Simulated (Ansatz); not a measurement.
Theory: DFT PBE, scalar-relativistic, plane waves, PAW (Ansatz). All cells share a 420 eV cutoff and Γ-centred k meshes spaced at most about 0.3 Å⁻¹ (about 0.25 or finer for metals, 2π included). No spin polarisation in the final relaxations.

All energies are static (0 K, no zero-point motion).

Two forms of P were relaxed alike.

A.

```cif
data_structure
_symmetry_space_group_name_H-M 'I4/mmm'
_symmetry_Int_Tables_number 139
_cell_length_a 3.4944
_cell_length_b 3.4944
_cell_length_c 4.9624
_cell_angle_alpha 90.000
_cell_angle_beta 90.000
_cell_angle_gamma 90.000
_cell_volume 60.59
loop_
_atom_site_label
_atom_site_type_symbol
_atom_site_symmetry_multiplicity
_atom_site_Wyckoff_symbol
_atom_site_fract_x
_atom_site_fract_y
_atom_site_fract_z
_atom_site_occupancy
P1 P 4 e 0.50000 0.50000 0.27132 1
```

B.

```cif
data_structure
_symmetry_space_group_name_H-M 'Fddd:1'
_symmetry_Int_Tables_number 70
_cell_length_a 3.2113
_cell_length_b 7.6661
_cell_length_c 13.9822
_cell_angle_alpha 90.000
_cell_angle_beta 90.000
_cell_angle_gamma 90.000
_cell_volume 344.21
loop_
_atom_site_label
_atom_site_type_symbol
_atom_site_symmetry_multiplicity
_atom_site_Wyckoff_symbol
_atom_site_fract_x
_atom_site_fract_y
_atom_site_fract_z
_atom_site_occupancy
P1 P 16 g 0.00000 0.00000 0.80039 1
```

Problem. Which form is favoured at zero pressure, and by what margin per atom?

Solution. A is lower, by 262 meV/atom. A has space group I4/mmm (No. 139), 15.1 Å³/atom and no gap on its mesh; B has space group Fddd (No. 70), 21.5 Å³/atom and no gap. Counting all near atoms (those within 1.25 times the shortest such distance or 1.15 times the sum of covalent radii; a plus sign parts nearer from farther groups), A has P 1+5 and B has P 2. Both come from invented guesses. The part of the Crystallography Open Database at hand lists P in space groups No. 2, 13, 64, 123; no cell shown has one of them.

Weakly bound directions are ill-defined at this level, which has no dispersion term (Fddd), and this can change margins and order among such cells. Cells relaxed within their symmetry can be saddle points.

Form A is favoured by 262 meV/atom and is also the denser, so moderate compression should only widen its lead over B. Its structure is essentially simple cubic phosphorus, the known high-pressure metal, with the atoms paired along c. This resembles a Peierls distortion of half-filled p bands, but one acting along a single axis. In black phosphorus all three p directions split into short and long contacts, which opens a gap; here the nearly square net normal to c stays undistorted, consistent with the missing gap.

B consists of planar zigzag chains, a motif better suited to a group 16 element. With two neighbours, each P atom is one bond short of its normal valence, and the leftover electron can only enter partial π bonding along the chain or weak contacts between chains. This unsatisfied valence probably accounts for most of B's higher energy. The ordering doesn't make A the ground state, since the familiar three-bonded networks are not compared, and a magnetic solution for the chains might narrow the margin.
